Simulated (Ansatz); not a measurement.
CsBr: from supercell energies to defect levels (Br on the Cs site)

Computed with Ansatz 0.2.0, DFT PBE, scalar-relativistic, plane waves, PAW. Run with 420 eV cutoff, 2×2×2 k-mesh, Gaussian smearing of 0.01 eV, collinear spin in charge +1 alone.

Host crystal, relaxed:

```cif
data_structure
_symmetry_space_group_name_H-M 'P 1'
_symmetry_Int_Tables_number 1
_cell_length_a 4.3865
_cell_length_b 4.3865
_cell_length_c 4.3865
_cell_angle_alpha 90.000
_cell_angle_beta 90.000
_cell_angle_gamma 90.000
_cell_volume 84.40
loop_
_atom_site_label
_atom_site_type_symbol
_atom_site_fract_x
_atom_site_fract_y
_atom_site_fract_z
_atom_site_occupancy
Cs1 Cs 0.00000 0.00000 0.00000 1
Br1 Br 0.50000 0.50000 0.50000 1
```

The Br on the Cs site was set at (0.000, 0.000, 0.000) of the host cell, in a supercell of 32 sites (1350 Å³), relaxed at fixed cell in each charge q. The host's Kohn–Sham gap is 4.26 eV and its static dielectric constant 9.5 (mean). For each charge: the supercell's free energy over the neutral one with q electrons exchanged at the valence band top, F(q) − F(0) + qE_v; the image-charge term; and the term that aligns the potential far from the defect with the host's.

Spin-orbit coupling is left out, which matters for the bands and energies of heavy elements.

| q | F(q) − F(0) + qE_v (eV) | image charge (eV) | alignment (eV) |
| --- | --- | --- | --- |
| +2 | 0.560 | 0.788 | -0.767 |
| +1 | 0.029 | 0.197 | -0.253 |
| 0 | 0.000 | 0.000 | 0.000 |

Problem. Add the terms and find the levels between neighbouring charges, ε(q/q′) = [A(q′) − A(q)]/(q − q′), with and without the two corrections.

Solution. A(q): 0.582 eV for +2, -0.027 eV for +1, 0.000 eV for 0.
| level | corrected (eV over E_v) | uncorrected (eV) |
| --- | --- | --- |
| (+2/+1) | -0.61 | -0.53 |
| (+1/0) | 0.03 | -0.03 |

As a check, a point charge in a simple cubic cell of this volume has q²αe²/(2εL) = 0.194 q² eV (e² = 14.40 eV Å, α = 2.837, L = 11.05 Å); the shape of the real cell can change it somewhat. The term grows as q², so it pushes donor levels down and acceptor levels up. The program doubts the alignment for q = +2, so levels beside it are uncertain by about that term.

Problem. Which of these charges is lowest with the Fermi level at the valence band top, at mid-gap and at the conduction band bottom?

Solution. The line A(q) + qE_F that lies lowest gives the charge: +1 at E_F = 0.00 eV, 0 at E_F = 2.13 eV, 0 at E_F = 4.26 eV. (+2/+1) falls outside this Kohn–Sham gap, so the change of charge isn't reached within it; the real gap is usually wider and may hold a localised level, while a level that comes from a carrier in the host's bands only marks the band edge and moves with it. In charge +2, 0 the cell has partly filled levels, from a carrier spread over the host's bands, a defect level that the small cell broadens into a band, or a degenerate defect level that the symmetric start can't split, so the levels beside it are doubtful. Charges beyond those computed could lie lower near the band edges.

Problem. The neutral defect forms at 5.02 eV with atoms taken from and returned to the elements. What are the formation energies at those three Fermi levels, and what share of sites would hold the defect at 1200 K with E_F at mid-gap, if the host still stood at that temperature?

Solution. E_f = E_f(0) + A(q) + qE_F = 4.99, 5.02, 5.02 eV. In the dilute limit the share is exp(−E_f/k_BT) = exp(−5.018/0.1034) = 8.4×10⁻²², leaving out degeneracy and vibrational entropy. Both elements stand at their elemental potentials, a limit that the host or competing compounds often put out of reach. The small cell and the narrow Kohn–Sham gap leave errors of tenths of an eV or more, which change the share by orders of magnitude.